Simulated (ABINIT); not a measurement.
A run of ABINIT 10.8.3 (patched build):

Contents of run.abi:

```
# Datasets: ground state, then fixed potential
ndtset 2

# Pseudopotentials
pp_dirpath "./"
pseudos "Bi.GGA_PBE-JTH.xml"

# Structure
acell 3*1.0
rprim
    -3.7443610401     3.7443610401     3.7443610401
     3.7443610401    -3.7443610401     3.7443610401
     3.7443610401     3.7443610401    -3.7443610401
ntypat 1
znucl 83
natom 1
typat 1
xred
     0.0000000000     0.0000000000     0.0000000000

# Plane-wave basis
ecut 707.496042 eV
pawecutdg 48.0
pawxcdev 0

# Exchange and correlation
ixc 23

# Bands and occupations
occopt 3
tsmear 0.05 eV

# SCF cycle
nstep 100

# Output
iomode 3
prtwf 0
prteig 0
prtebands 0
enunit 1
prtden1 1
prtvha1 1
prtvclmb1 1
prtpot1 1

# Dataset 1
kptopt1 1
ngkpt1 9 9 9
nshiftk1 1
shiftk1 0.0 0.0 0.0
nband1 12
tolvrs1 1.0e-9

# Dataset 2: bands along G-H-N-G-P-H
iscf2 -2
getden2 1
nband2 18
nbdbuf2 4
tolwfr2 1.0e-11
kptopt2 -5
ndivsm2 5
prteig2 1
prtvol2 -3
kptbounds2
     0.0000000000     0.0000000000     0.0000000000
     0.5000000000    -0.5000000000     0.5000000000
     0.0000000000     0.0000000000     0.5000000000
     0.0000000000     0.0000000000     0.0000000000
     0.2500000000     0.2500000000     0.2500000000
     0.5000000000    -0.5000000000     0.5000000000
```

Potentials or basis: JTH PAW PBE v2.0.

Command:

```console
$ abinit run.abi > log 2>&1
```

Hardware: 1 thread of Arm Neoverse V1, with other jobs on the host.

Q: Estimate the wall time of this run.

A: It took 36 s on 1 thread of Arm Neoverse V1 (shared host), peak memory 0.12 GiB. Counts: scf iterations 13, mpi ranks 1, k points 35, bands 12, plane waves 1346.
